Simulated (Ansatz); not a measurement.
A surface is cut from this relaxed crystal of Te$_{2}$Mo:

```cif
data_structure
_symmetry_space_group_name_H-M 'P6_3/mmc'
_symmetry_Int_Tables_number 194
_cell_length_a 3.5567
_cell_length_b 3.5567
_cell_length_c 15.3316
_cell_angle_alpha 90.000
_cell_angle_beta 90.000
_cell_angle_gamma 120.000
_cell_volume 167.96
loop_
_atom_site_label
_atom_site_type_symbol
_atom_site_symmetry_multiplicity
_atom_site_Wyckoff_symbol
_atom_site_fract_x
_atom_site_fract_y
_atom_site_fract_z
_atom_site_occupancy
Te1 Te 4 f 0.33333 0.66667 0.63207 1
Mo1 Mo 2 c 0.33333 0.66667 0.25000 1
```

Miller indices refer to the conventional cell of P6_3/mmc (No. 194), a = 3.557 Å, b = 3.557 Å, c = 15.332 Å, α = 90.00°, β = 90.00°, γ = 120.00°. The bulk's gap is 0.97 eV.

Consider the (001) slab of 12 planes, 26.6 Å thick with 15 Å of vacuum as cut; outer planes Te (top) and Te (bottom), all atoms relaxed.

Level of theory: DFT PBE, scalar-relativistic, plane waves, PAW (Ansatz). Settings: cutoff 420 eV, Γ-centred mesh 9×9×1 on the computed 12-atom cell, Gaussian smearing of 0.05 eV; no spin polarisation. A dipole correction removes the field between periodic images along c.

The surface energy is small: either the cut is weakly bound (this functional has no dispersion correction), or the bulk reference is not the lowest structure.

**Question.** Estimate the surface energy (mean of both faces).

**Answer.** 0.01 J/m².

**Question.** Estimate the gap of the slab on the mesh.

**Answer.** 1.04 eV.

**Question.** The top two planes lie 1.808 Å apart in the bulk. How does relaxation change this?

**Answer.** The spacing becomes 1.808 Å (0.0 %).

Spin-orbit coupling is left out, which matters for the bands of heavy elements. An odd mesh misses points on the zone edge, so a gap read on it can be too wide.

Cost: 4 runs of about 9.2 core-minutes in all, on Intel Xeon Platinum 8488C (Sapphire Rapids) (shared hosts).